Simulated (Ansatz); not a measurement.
**InAgSe₂: reading a single point**

```yaml
crystal:
  lattice:
    - [0.00000, 6.04538, 0.00000]
    - [6.04538, 0.00000, 0.00000]
    - [3.02269, 3.02269, -5.77546]
  atoms:
    - { symbol: Se, position: [0.37500, 0.38500, 0.75000] }
    - { symbol: Se, position: [0.61500, 0.12500, 0.25000] }
    - { symbol: Se, position: [0.87500, 0.86500, 0.75000] }
    - { symbol: Se, position: [0.13500, 0.62500, 0.25000] }
    - { symbol: Ag, position: [0.00000, 0.00000, 0.00000] }
    - { symbol: Ag, position: [0.75000, 0.25000, 0.50000] }
    - { symbol: In, position: [0.50000, 0.50000, 0.00000] }
    - { symbol: In, position: [0.25000, 0.75000, 0.50000] }
```

Method: PBE, no spin polarisation; PAW, plane waves to 420 eV, 5×5×5 Γ-centred mesh, fermi-dirac occupations (width 0.1 eV) (Ansatz 0.2.0), atoms fixed.

Problem. Is it stable against the elements?

Solution. -0.38 eV an atom against the elements' usual phases (free molecules for gases, crystals otherwise, with no correction for O₂ or N₂), so it is bound against them; other compounds may still compete. Relaxing would lower it.

Problem. Is there a gap?

Solution. Counting bands on this mesh leaves a gap of 0.14 eV, but it is narrow, so a finer mesh and a narrower smearing would have to settle it.

Problem. Describe some of the short contacts.

Solution. Se–In at 2.54 Å: least valence density 0.46 e/Å³ and ELF 0.39 there. Se–Ag at 2.62 Å: least valence density 0.38 e/Å³ and ELF 0.21 there. These are pseudo-fields; inside the PAW spheres they differ from the all-electron ones.

Problem. What does the stress say?

Solution. The pressure is 5.7 GPa (compression positive), so with the atoms held at these fractions the cell would first expand.

Problem. Which atom feels the largest force, and which way?

Solution. The largest is on Se1 (and as large on other atoms): 0.54 eV/Å, components (-0.54, 0.00, 0.00). It makes 125° with the line to a nearest neighbour, In7 at 2.54 Å.

Problem. Which element gives electrons and which takes them?

Solution. Bader charges in e: In +1.05, Ag +0.26, Se -0.65. In the mean In gives up most and Se takes most.

Origin: a database entry at a rescaled volume. Caveats: the gap is not wide against the smearing.
